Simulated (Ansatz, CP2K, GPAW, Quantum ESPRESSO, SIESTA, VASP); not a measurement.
InPd: 7 runs at one level of theory

```
CELL_PARAMETERS angstrom
3.27188 0.00000 0.00000
0.00000 3.27188 0.00000
0.00000 0.00000 3.27188
ATOMIC_POSITIONS crystal
In 0.00000 0.00000 0.00000
Pd 0.50000 0.50000 0.50000
```

The cell comes from a database or a generator and needn't be the stable form of this composition.

Alike in all runs: task equation of state; functional PBE; k mesh 8 × 8 × 8; occupations fermi-dirac, width 0.05 eV; no spin polarisation; no spin-orbit coupling.

```tsv
program and potentials	plane-wave cutoff (eV)	notes	equilibrium volume (Å³/atom)	bulk modulus (GPa)
CP2K, POTENTIAL_UZH In GTH-PBE-q13, Pd GTH-PBE-q18; TZVP-MOLOPT-PBE-GTH basis	-	atomic basis	18.24	113.3
SIESTA, files PseudoDojo sr-pbe-0.4.1-standard, DZP (energy shift 0.003 Ry; two zetas on semicore shells)	-	atomic basis	18.07	120.5
GPAW, GPAW PAW data sets (gpaw-data 1.2.1)	600	-	17.99	115.1
VASP, PBE PAW files In_d, Pd, 520 eV	520	-	18.05	114.5
Quantum ESPRESSO, SSSP 1.3 efficiency PBE	816	-	18.04	114.4
Ansatz, all-electron LAPW, scalar-relativistic	-	-	18.03	114.5
Ansatz, Ansatz PAW (earlier soft set)	420	-	18.03	114.6
```

The equilibrium volume spans 17.99 (GPAW, GPAW PAW data sets (gpaw-data 1.2.1)) to 18.24 Å³/atom (CP2K, POTENTIAL_UZH In GTH-PBE-q13, Pd GTH-PBE-q18; TZVP-MOLOPT-PBE-GTH basis), with all-electron results at 18.03. The bulk modulus spans 113.3 (CP2K, POTENTIAL_UZH In GTH-PBE-q13, Pd GTH-PBE-q18; TZVP-MOLOPT-PBE-GTH basis) to 120.5 GPa (SIESTA, files PseudoDojo sr-pbe-0.4.1-standard, DZP (energy shift 0.003 Ry; two zetas on semicore shells)), with all-electron results at 114.5. The bulk modulus of SIESTA, files PseudoDojo sr-pbe-0.4.1-standard, DZP (energy shift 0.003 Ry; two zetas on semicore shells) lies far from the others; the cause wasn't traced. Rows in atomic bases carry the error of their basis and grid, which can be large. For a metal such a mesh isn't converged, which the comparison doesn't need.

Differences between rows come from potentials, basis sets and numerical settings, since the functional is the same but for its coding. Runs on potential files found faulty are left out.
